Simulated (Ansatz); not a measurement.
A series in volume scale on Zr

All results are calculated (Ansatz 0.2.0). Plane-wave DFT, scalar-relativistic PAW made under PBE with cores redone for the functional, no dispersion; the given relaxed cell is scaled uniformly, energy at zero smearing counts from the unscaled cell, pressure at the given Fermi-Dirac smearing is positive in compression.

The cell before it is scaled or strained (space group P6/mmm, No. 191):
```
CELL_PARAMETERS angstrom
5.08890 0.00000 0.00000
-2.54440 4.40710 0.00000
0.00000 0.00000 3.16810
ATOMIC_POSITIONS crystal
Zr 0.00000 0.00000 0.00000
Zr 0.33333 0.66667 0.50000
Zr 0.66667 0.33333 0.50000
```

Settings of every row: spin polarised no; functional RPBE; wave cutoff 420 eV; smearing width 0.1 eV; k mesh 8x8x11.

Atom starting moment: 0 on all atoms.

Limits: the cell comes from a prototype or a list of computed structures and needn't be the stable phase.

| row | volume scale | V (Å³/atom) | energy change per atom (meV) | pressure (GPa) |
| --- | --- | --- | --- | --- |
| 1 | 0.88 | 20.842 | 114.49 | 14.39 |
| 2 | 0.92 | 21.789 | 47.24 | 8.7 |
| 3 | 0.96 | 22.737 | 10.79 | 3.96 |
| 4 | 1.04 | 24.631 | 10.64 | -3.29 |
| 5 | 1.08 | 25.579 | ? | ? |
| 6 | 1.12 | 26.526 | 82.7 | -8.34 |

Question: what energy change per atom and pressure should row 5 give?

Worked fit of energy change per atom. Take u = (V_r/V)^(2/3) − 1 with V_r = 22.737 Å³ an atom, which is twice the finite (Eulerian) strain; such expansions in the strain, on which the Birch-Murnaghan equation of state is built, carry the rest volume and the bulk modulus. The shown rows have u = 0.05973, 0.0288, 0, -0.05194, -0.09765. Least squares give energy change per atom = 10.521 + 804.24 × u + 15776.1 × u² meV; a straight line predicts inner rows, each left out in turn, worse (root mean square 45 against 0.87 meV). The rows lie off it by -0.35, 0.47, 0.27, -0.67, 0.28 (root mean square 0.43 meV). The withheld row has u = -0.07552, so the fit gives 10.521 + 804.24 × (-0.07552) + 15776.1 × (-0.07552)² = 39.76 meV.

The calculation gave 39.19 meV. The fit lies 0.57 meV (1.5 % of the value, 0.55 % of the column's range) above it; its largest miss of a shown row is 0.67 meV.

Worked fit of pressure. Take u = (V_r/V)^(2/3) − 1 with V_r = 22.737 Å³ an atom, which is twice the finite (Eulerian) strain; such expansions in the strain, on which the Birch-Murnaghan equation of state is built, carry the rest volume and the bulk modulus. The shown rows have u = 0.05973, 0.0288, 0, -0.05194, -0.09765. Least squares give pressure = 3.966 + 155.99 × u + 307.7 × u² GPa; a straight line predicts inner rows, each left out in turn, worse (root mean square 0.87 against 0.022 GPa). The rows lie off it by 0.01, -0.01, -0.01, 0.02, -0.01. The pressure vanishes at u = -0.0268, or V = 23.68 Å³ an atom, and there the bulk modulus at fixed shape and fractions is B = −V dP/dV = (2/3)(1 + u) dP/du = 90.5 GPa. Letting shape and atoms relax would as a rule lower it, by much in layered, chain or molecular crystals. The withheld row has u = -0.07552, so the fit gives 3.966 + 155.99 × (-0.07552) + 307.7 × (-0.07552)² = -6.06 GPa.

The calculation gave -6.05 GPa. The fit lies 0.01 GPa (0.044 % of the column's range) below it, one unit of the last digit.
